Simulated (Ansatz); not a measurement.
# Cr (Cr, fcc): the cost of one run

Program: Ansatz 0.2.0. Level of theory: DFT BLYP, plane waves (420 eV) with PAW, scalar-relativistic; PBE-made PAW files. These are calculated values, not measurements.

## (1) The system as given

Symmetry: Fm-3m, No. 225, cubic system. Conventional cell: a = 3.633 Å, b = 3.633 Å, c = 3.633 Å, α = 90.00°, β = 90.00°, γ = 90.00°. Cr (site symmetry m-3m) has 12 Cr at 2.57 Å as nearest neighbours.

Structure file:

```cif
data_structure
_symmetry_space_group_name_H-M 'P 1'
_symmetry_Int_Tables_number 1
_cell_length_a 2.5693
_cell_length_b 2.5693
_cell_length_c 2.5693
_cell_angle_alpha 60.000
_cell_angle_beta 60.000
_cell_angle_gamma 60.000
_cell_volume 11.99
loop_
_atom_site_label
_atom_site_type_symbol
_atom_site_fract_x
_atom_site_fract_y
_atom_site_fract_z
_atom_site_occupancy
Cr1 Cr 0.00000 0.00000 0.00000 1
```

Starting moments (μB): +1.5.

## (2) Geometry optimisation

File input.yaml:

```yaml
crystal:
  lattice:
    - [0.0, 1.8167431579, 1.8167431579]
    - [1.8167431579, 0.0, 1.8167431579]
    - [1.8167431579, 1.8167431579, 0.0]
  atoms:
    - { symbol: Cr, position: [0.0, 0.0, 0.0], spin: 1.5 }
hamiltonian:
  xc: blyp
  pseudopotentials:
    kind: paw
    azcp:
      Cr: "pseudopotentials/Cr.paw.azcp"
basis:
  ecutwfc: 420
  fft_grid_basis: typed
kpoints:
  mp_grid: { grid: [15, 15, 15], shift: [0, 0, 0] }
magnetization:
  spin_polarized: true
scf:
  occupations: { method: fermi_dirac, width: 0.05 }
relax:
  max_steps: 60
  f_tol: 0.01
  cell: {}
```

**Question.** How long does this run take on 2 threads of an Arm CPU, shared host, and how much memory does it need?

About 10 s, with a peak of 0.3 GiB.
